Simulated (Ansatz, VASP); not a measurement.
CdSe: VASP beside Ansatz

```
CELL_PARAMETERS angstrom
3.04131 3.04131 0.00000
-3.04131 3.04131 0.00000
0.00000 3.04131 3.04131
ATOMIC_POSITIONS crystal
Cd 0.00000 0.00000 0.00000
Se 0.75000 0.25000 0.50000
```

Measurements of this composition are mostly on another form, of space group No. 186.

Alike in both runs: task single point; functional PBEsol; k mesh 6 × 6 × 6; occupations fermi-dirac, width 0.01 eV; non-collinear spin, spin-orbit coupling.

|  | VASP | Ansatz |
| --- | --- | --- |
| version | VASP 6.6.1 | Ansatz 0.2.0 |
| potentials or method | VASP PAW PBE potentials, release 64 (Cd, Se), cutoff 520 eV | all-electron LAPW |

```tsv
	VASP	Ansatz	Ansatz less VASP
pressure (GPa)	0.3	0.0	-0.34
net moment per atom (μB)	0.00	0.00	0.000
```

Ansatz ran all-electron here, so the differences hold the error of VASP's frozen core and of both bases.

Caveats: the PAW data sets were made with another functional, which shifts forces and pressure a little (VASP).
